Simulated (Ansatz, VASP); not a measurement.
## Mg in VASP and in Ansatz

```
Mg
1.0
     3.20930    0.00000    0.00000
    -1.60465    2.77934    0.00000
     0.00000    0.00000    5.21030
Mg
2
Direct
  0.66667 0.33333 0.75000
  0.33333 0.66667 0.25000
```

Alike in both runs: task single point; functional PBE; k mesh 10 × 10 × 5; occupations gaussian, width 0.018 eV; no spin polarisation.

|  | VASP | Ansatz |
| --- | --- | --- |
| version | VASP 6.6.1 | Ansatz 0.2.0 |
| potentials or method | VASP PAW PBE potentials, release 64 (Mg) | Ansatz PAW |
| plane-wave cutoff (eV) | 520 | 420 |
| valence electrons in the cell | 4 | 20 |

|  | VASP | Ansatz | Ansatz less VASP |
| --- | --- | --- | --- |
| gap on the k mesh at the Fermi level (eV) | none | none | - |
| pressure (GPa) | -0.6 | -0.4 | +0.13 |
| largest component of the traceless stress (GPa) | 0.49 | 0.47 | -0.013 |

A gap of «none» marks a metal or a gap that the smearing closes. The two sets of potentials don't hold the same shells in valence.
